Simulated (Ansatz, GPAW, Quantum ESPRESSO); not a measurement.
**InAs: bulk modulus by level of theory**

The structure is cubic, space group F-43m (No. 216). Conventional cell: a = 6.036 Å, b = 6.036 Å, c = 6.036 Å, α = 90.00°, β = 90.00°, γ = 90.00°. In (site symmetry -43m) is surrounded by 4 As at 2.61 Å. As (site symmetry -43m) has 4 In at 2.61 Å as nearest neighbours.

```csv
rung,level,program and potentials,cutoff (eV),k mesh,smearing,core time,chip,bulk modulus (GPa),notes
GGA,PBEsol,"Ansatz, Ansatz PAW",420,8 × 8 × 8,fermi-dirac 0.05,13 s,Intel Xeon,55.8,"potentials made for PBE, which Ansatz adapts in part"
GGA + dispersion,revPBE+D3(BJ),"GPAW, the program's PAW data sets (release 1.2.1) made for this functional",600,6 × 6 × 6,fermi-dirac 0.05,24 s,AMD EPYC 9R45 Zen 5,55.7,-
GGA,PBEsol,"GPAW, PAW data sets generated for this functional",600,6 × 6 × 6,fermi-dirac 0.05,35 s,Intel Xeon 6975P-C Granite Rapids,56.5,-
GGA + dispersion,PBE+D3(zero damping),"GPAW, GPAW PAW data sets (gpaw-data 1.2.1)",600,6 × 6 × 6,fermi-dirac 0.05,65 s,Arm Neoverse V1,53.4,-
GGA + dispersion,PBE+D2,"Quantum ESPRESSO, PseudoDojo 0.4.1 SR PBE standard",1143,8 × 8 × 8,fermi-dirac 0.05,2.3 min,AMD EPYC 9B45 Zen 5,54.2,-
```

Times are single runs on shared hosts and different chips, so they are rough; meshes, cutoffs and the tasks' sizes weigh on the time. Task: equation of state. All rows: no spin polarisation. Smearing widths are in eV. The cell comes from a database and isn't always the measured one. For a metal such meshes aren't converged. Meshes differ between rows, which moves values too. Meshes are those of the run's cell of 2 atoms unless a note names another. Runs on faulty files, with rough fits or with known faults for this quantity aren't shown. No row holds spin-orbit coupling.

By rung: GGA 55.8 to 56.5; GGA + dispersion 53.4 to 55.7 (GPa).
